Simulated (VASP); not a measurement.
# SnO (Romarchite) (P4/nmm) in VASP: further runs, part 2 of 2

VASP 6.6.1. Earlier steps stand in the parts before.

### 3 Relaxation of cell and atoms, PBE+D3(BJ)

This run uses another cell than the first one, of 17.46 Å³/atom, 1.062 times its volume.

The input, INCAR:

```
SYSTEM = SnO
PREC = Accurate
ENCUT = 600
EDIFF = 1E-6
ISMEAR = 0
SIGMA = 0.03
LREAL = .FALSE.
LASPH = .TRUE.
NELM = 80
ALGO = Normal
ISIF = 3
LWAVE = .FALSE.
LCHARG = .FALSE.
GGA = PE
IVDW = 12
IBRION = 2
NSW = 90
EDIFFG = -0.01
KPAR = 4
```

The input, KPOINTS:

```
Automatic mesh
0
G
  8 8 6
  0 0 0
```

The input, POSCAR:

```
SnO
1.0
    3.7986000000      0.0000000000      0.0000000000
    0.0000000000      3.7986000000      0.0000000000
    0.0000000000      0.0000000000      4.8408000000
Sn O
2 2
Direct
    0.5000000000      0.0000000000      0.2369000000
    0.0000000000      0.5000000000      0.7631000000
    0.0000000000      0.0000000000      0.0000000000
    0.5000000000      0.5000000000      0.0000000000
```

Potentials or basis: VASP PAW PBE potentials, release 64 (Sn_d, O).

Launch:

```sh
$ cat potpaw_PBE.64/Sn_d/POTCAR potpaw_PBE.64/O/POTCAR > POTCAR
$ mpirun -np 4 vasp_std > vasp.out
```

OUTCAR:

```text
SYSTEM = SnO
   PREC = Accurate
   ENCUT = 600
   EDIFF = 1E-6
   ISMEAR = 0
   LREAL = .FALSE.
   LASPH = .TRUE.
   NELM = 80
   ISIF = 3
   GGA = PE
   IVDW = 12
   IBRION = 2
   NSW = 90
   EDIFFG = -0.01
 IVDW          = 12

 ion  position               nearest neighbor table
   1  0.500  0.000  0.237-   3 2.22   4 2.22   4 2.22   3 2.22   2 3.53   2 3.53   2 3.53   2 3.53
                             2 3.70   2 3.70   2 3.70   2 3.70
   2  0.000  0.500  0.763-   3 2.22   4 2.22   3 2.22   4 2.22   1 3.53   1 3.53   1 3.53   1 3.53
                             1 3.70   1 3.70   1 3.70   1 3.70
   3  0.000  0.000  0.000-   1 2.22   2 2.22   2 2.22   1 2.22
   4  0.500  0.500  0.000-   1 2.22   2 2.22   1 2.22   2 2.22

  LATTYP: Found a simple tetragonal cell.
 ALAT       =     3.7986000000
 C/A-ratio  =     1.2743642395

  Lattice vectors:

 A1 = (   3.7986000000,   0.0000000000,   0.0000000000)
 A2 = (   0.0000000000,   3.7986000000,   0.0000000000)
 A3 = (   0.0000000000,   0.0000000000,   4.8408000000)

Analysis of symmetry for initial positions (statically):
=====================================================================
 Subroutine PRICEL returns:
 Original cell was already a primitive cell.

 Routine SETGRP: Setting up the symmetry group for a
 simple tetragonal supercell.

 Subroutine GETGRP returns: Found 16 space group operations
 (whereof  8 operations were pure point group operations)
 out of a pool of 16 trial point group operations.

The static configuration has the point symmetry D_2d.
 The point group associated with its full space group is D_4h.

Analysis of symmetry for dynamics (positions and initial velocities):
=====================================================================
 Subroutine PRICEL returns:
 Original cell was already a primitive cell.

 Routine SETGRP: Setting up the symmetry group for a
 simple tetragonal supercell.

 Subroutine GETGRP returns: Found 16 space group operations
 (whereof  8 operations were pure point group operations)
 out of a pool of 16 trial point group operations.

The dynamic configuration has the point symmetry D_2d.
 The point group associated with its full space group is D_4h.

 Subroutine INISYM returns: Found 16 space group operations
 (whereof  8 operations are pure point group operations),
 and found     1 'primitive' translations

----------------------------------------------------------------------------------------

                                     Primitive cell

  volume of cell :      69.8497

  direct lattice vectors                    reciprocal lattice vectors
     3.798600000  0.000000000  0.000000000     0.263254883  0.000000000  0.000000000
     0.000000000  3.798600000  0.000000000     0.000000000  0.263254883  0.000000000
     0.000000000  0.000000000  4.840800000     0.000000000  0.000000000  0.206577425

  length of vectors
     3.798600000  3.798600000  4.840800000     0.263254883  0.263254883  0.206577425

  position of ions in fractional coordinates (direct lattice)
     0.500000000  0.000000000  0.236900000
     0.000000000  0.500000000  0.763100000
     0.000000000  0.000000000  0.000000000
     0.500000000  0.500000000  0.000000000

  ion indices of the primitive-cell ions
   primitive index   ion index
                 1           1
                 2           2
                 3           3
                 4           4

----------------------------------------------------------------------------------------

 KPOINTS: Automatic mesh

Automatic generation of k-mesh.
[... 23 lines left out ...]
  0.000000  0.000000  0.000000      1.000000
  0.125000  0.000000  0.000000      4.000000
  0.250000  0.000000  0.000000      4.000000
  0.375000  0.000000  0.000000      4.000000
  0.500000  0.000000  0.000000      2.000000
  0.125000  0.125000  0.000000      4.000000
[... 16 lines left out ...]
  0.375000  0.125000  0.166667     16.000000
  0.500000  0.125000  0.166667      8.000000
 [... further k-points ...]
   k-points           NKPTS =     60   k-points in BZ     NKDIM =     60   number of bands    NBANDS=     24
   number of dos      NEDOS =    301   number of ions     NIONS =      4
   total plane-waves  NPLWV =  36000
   dimension x,y,z NGX =    30 NGY =   30 NGZ =   40
   dimension x,y,z NGXF=    60 NGYF=   60 NGZF=   80
   ions per type =               2   2
   NGX,Y,Z   is equivalent  to a cutoff of  13.13, 13.13, 13.74 a.u.
   NGXF,Y,Z  is equivalent  to a cutoff of  26.26, 26.26, 27.47 a.u.
 SYSTEM =  SnO
   PREC   = accura    normal or accurate (medium, high low for compatibility)
   ISTART =      0    job   : 0-new  1-cont  2-samecut
   ICHARG =      2    charge: 1-file 2-atom 10-const
   ISPIN  =      1    spin polarized calculation?
   LNONCOLLINEAR =      F non collinear calculations
   LSORBIT =      F    spin-orbit coupling
   LASPH  =      T    aspherical Exc in radial PAW
   ENCUT  =  600.0 eV  44.10 Ry    6.64 a.u.   7.59  7.59  9.67*2*pi/ulx,y,z
   NELM   =     80;   NELMIN=  2; NELMDL= -5     # of ELM steps
   EDIFF  = 0.1E-05   stopping-criterion for ELM
   LREAL  =      F    real-space projection
   EDIFFG = -.1E-01   stopping-criterion for IOM
   NSW    =     90    number of steps for IOM
   IBRION =      2    ionic relax: 0-MD 1-quasi-New 2-CG
   NFREE  =      1    steps in history (QN), initial steepest desc. (CG)
   ISIF   =      3    stress and relaxation
   ISYM   =      2    0-nonsym 1-usesym 2-fastsym
   POTIM  = 0.5000    time-step for ionic-motion
   TEBEG  =    0.0;   TEEND  =   0.0 temperature during run
   PSTRESS=    0.0 pullay stress
   NELECT =      40.0000    total number of electrons
   NUPDOWN=      -1.0000    fix difference up-down
   EMIN   =  10.00;   EMAX   =-10.00  energy-range for DOS
   EFERMI =   0.00;   METHOD = LEGACY
   ISMEAR =     0;   SIGMA  =   0.03  broadening in eV -4-tet -1-fermi 0-gaus
   EFERMI_NEDOS =   21; number of points for ismear=-14 and -15
   IALGO  =     38    algorithm
   IMIX   =      4    mixing-type and parameters
     AMIX     =   0.40;   BMIX     =  1.00
     AMIX_MAG =   1.60;   BMIX_MAG =  1.00
  volume/ion in A,a.u.               =      17.46       117.84
  Fermi-wavevector in a.u.,A,eV,Ry     =   1.359482  2.569048 25.146163  1.848191
  Thomas-Fermi vector in A             =   2.486226
   LORBIT       =      0    0 simple, 1 ext, 2 COOP (PROOUT), +10 PAW based schemes
   GGA     = PE    functional components
   LHFCALC =     F    Hartree Fock is set to
   AEXX    =    0.0000 exact exchange contribution
   IVDW    =    12    specifies the selected vdW correction
   LEPSILON=     F    determine dielectric tensor
   LRPA    =     F    only Hartree local field effects (RPA)
 conjugate gradient relaxation of ions
 non-spin polarized calculation
 Gauss-broadening in eV      SIGMA  =   0.03
  energy-cutoff  :      600.00
  volume of cell :       69.85
 maximum number of plane-waves:      2354
   NGX = 15   NGY = 15   NGZ = 19

--------------------------------------- Ionic step        1  -------------------------------------------

 number of electron      40.0000023 magnetization

 Free energy of the ion-electron system (eV)
  ---------------------------------------------------
  ext. energy  EPLUGINS =         0.00000000
  ---------------------------------------------------
  free energy    TOTEN  =       -22.66411998 eV

  energy without entropy =      -22.66407354  energy(sigma->0) =      -22.66409676

------------------------ aborting loop because EDIFF is reached ----------------------------------------

 Edisp (eV)   -0.94143

 E8    (eV) :    -0.4083
[... 111 lines left out ...]
  FREE ENERGIE OF THE ION-ELECTRON SYSTEM (eV)
  ---------------------------------------------------
  free  energy   TOTEN  =       -23.6277497708 eV

  energy  without entropy=      -23.6277091810  energy(sigma->0) =      -23.62772948

[... ionic steps 4 to 12 ...]

--------------------------------------- Ionic step       13  -------------------------------------------

 number of electron      40.0000017 magnetization

------------------------ aborting loop because EDIFF is reached ----------------------------------------
[... 79 lines left out ...]
--------------------------------------- Ionic step       15  -------------------------------------------

 number of electron      40.0000017 magnetization

 Free energy of the ion-electron system (eV)
  ---------------------------------------------------
  ext. energy  EPLUGINS =         0.00000000
  ---------------------------------------------------
  free energy    TOTEN  =       -22.68688946 eV

  energy without entropy =      -22.68667088  energy(sigma->0) =      -22.68678017

 E-fermi :   7.1662     XC(G=0): -10.3242

 val. band max:        7.1569436322   @ k =   0.1250   0.0000   0.0000
 cond. band min:       7.1726643945   @ k =   0.0000   0.0000   0.0000
 fundamental gap:      0.0157207623
 Fermi energy:         7.1662055962

 k-point     1 :       0.0000    0.0000    0.0000
  band No.  band energies     occupation
      1     -14.7562      2.00000
      2     -14.3706      2.00000
      3     -14.3706      2.00000
      4     -14.3592      2.00000
      5     -14.3310      2.00000
      6     -14.3233      2.00000
[... 637 lines left out ...]
     23      12.1445      0.00000
     24      12.1445      0.00000

 [... further k-points ...]

------------------------ aborting loop because EDIFF is reached ----------------------------------------

 Edisp (eV)   -0.94667

 E8    (eV) :    -0.4108
[... 27 lines left out ...]
  FREE ENERGIE OF THE ION-ELECTRON SYSTEM (eV)
  ---------------------------------------------------
  free  energy   TOTEN  =       -23.6335642459 eV

  energy  without entropy=      -23.6333456693  energy(sigma->0) =      -23.63345496

 reached required accuracy - stopping structural energy minimisation
```

OSZICAR:

```text
N       E                     dE             d eps       ncg     rms          rms(c)
DAV:   1     0.419761989834E+03    0.41976E+03   -0.22385E+04  2904   0.278E+03
DAV:   2     0.344339711655E+02   -0.38533E+03   -0.37870E+03  3064   0.616E+02
DAV:   3    -0.239363304701E+02   -0.58370E+02   -0.57423E+02  3496   0.201E+02
[... 132 lines left out ...]
DAV:   1    -0.226869728002E+02   -0.50327E-03   -0.10125E-02  4448   0.800E-01    0.578E-02
DAV:   2    -0.226869056825E+02    0.67118E-04   -0.30341E-04  3784   0.186E-01    0.223E-02
DAV:   3    -0.226868937105E+02    0.11972E-04   -0.29483E-05  3648   0.104E-01    0.982E-03
DAV:   4    -0.226868903975E+02    0.33130E-05   -0.80928E-06  4032   0.467E-02    0.283E-03
DAV:   5    -0.226868894580E+02    0.93944E-06   -0.19627E-06  1904   0.178E-02
  15 F= -.23633564E+02 E0= -.23633455E+02  d E =-.205728E-04
```

CONTCAR:

```text
SnO
   1.00000000000000
     3.8353841590597542    0.0000000000000000    0.0000000000000000
     0.0000000000000000    3.8353841590597542   -0.0000000000000000
     0.0000000000000000   -0.0000000000000000    4.7280509425150798
  Sn              O
     2     2
Direct
     0.5000000000000000    0.0000000000000000    0.2459634789621188
     0.0000000000000000    0.5000000000000000    0.7540365210378813
     1.0000000000000000    0.0000000000000000    1.0000000000000000
     0.5000000000000000    0.5000000000000000    0.0000000000000000

  0.00000000E+00  0.00000000E+00  0.00000000E+00
  0.00000000E+00  0.00000000E+00  0.00000000E+00
  0.00000000E+00  0.00000000E+00  0.00000000E+00
  0.00000000E+00  0.00000000E+00  0.00000000E+00
```

It took 2.8 min on 4 MPI ranks of Intel Xeon Platinum 8559C (Emerald Rapids), shared host; peak memory 0.26 GiB.

What came out:

| Item | Value |
| --- | --- |
| Free energy | -23.6336 eV |
| Relaxed volume | 17.39 Å³/atom |
| Relaxed cell | a = 3.835 Å, b = 3.835 Å, c = 4.728 Å, α = 90.00°, β = 90.00°, γ = 90.00° |
| Space group after relaxing (to 0.05 Å) | P4/nmm (No. 129) |
| Energy gained by relaxing | 7.0 meV/atom |
| Ionic steps | 15 |
| Pressure after relaxing | 0.0 GPa |
| Largest force after relaxing | 0.004 eV/Å |
| Band gap on the k mesh | none (metal or under the smearing width) |
| Dispersion energy per atom | -0.237 eV |

Forces in eV/Å, atoms in the order of the input:
```
Sn   0.000  0.000 -0.004
Sn   0.000  0.000  0.004
O    0.000  0.000  0.000
O    0.000  0.000  0.000
```

Stress tensor (GPa, compression positive):
```
-0.04  0.00  0.00
 0.00 -0.04  0.00
 0.00  0.00  0.04
```

The path:
```csv
step,energy change (eV),largest force (eV/Å),pressure (GPa),volume (Å³)
1,0.0000,0.5986,2.85,69.85
2,0.0007,0.5050,-2.93,73.04
3,-0.0222,0.0328,-0.21,71.39
4,-0.0222,0.0443,-0.09,71.36
5,-0.0234,0.0545,-0.12,71.24
6,-0.0256,0.0856,-0.12,70.88
7,-0.0239,0.1446,-0.08,70.13
8,-0.0259,0.1072,-0.12,70.66
9,-0.0269,0.0494,-0.19,70.42
10,-0.0275,0.0452,-0.41,69.97
11,-0.0279,0.0041,0.09,69.37
12,-0.0280,0.0122,-0.01,69.50
13,-0.0280,0.0142,-0.05,69.53
14,-0.0280,0.0153,-0.02,69.52
15,-0.0280,0.0041,-0.02,69.55
```

Final structure:
```xyz
4
Lattice="3.8354 0.0000 0.0000 0.0000 3.8354 0.0000 0.0000 0.0000 4.7281" Properties=species:S:1:pos:R:3 pbc="T T T"
Sn    1.9177    0.0000    1.1629
Sn    0.0000    1.9177    3.5651
O     3.8354    0.0000    4.7281
O     1.9177    1.9177    0.0000
```

Levels at points of the mesh, in eV from the Fermi level:
```tsv
k point	band 16	band 17	band 18	band 19	band 20	band 21	band 22	band 23	band 24
(0.00, 0.00, 0.00)	-6.08	-3.33	-3.03	-3.03	0.01	2.21	4.48	4.48	4.80
(0.50, 0.00, 0.00)	-4.80	-4.67	-4.67	-2.69	-2.69	3.33	3.33	5.78	5.78
(0.50, 0.50, 0.00)	-4.91	-2.38	-2.38	-1.86	-1.86	-0.06	-0.06	4.56	4.56
(0.00, 0.00, 0.50)	-3.42	-3.04	-3.04	-2.94	-2.08	1.75	2.77	2.77	3.54
(0.50, 0.00, 0.50)	-5.33	-4.62	-4.62	-1.67	-1.67	2.74	2.74	5.24	5.24
(0.50, 0.50, 0.50)	-5.47	-2.77	-2.77	-2.38	-2.38	2.32	2.32	4.30	4.30
```

Caveat: pairwise dispersion overbinds metals, which lowers pressure and volume.
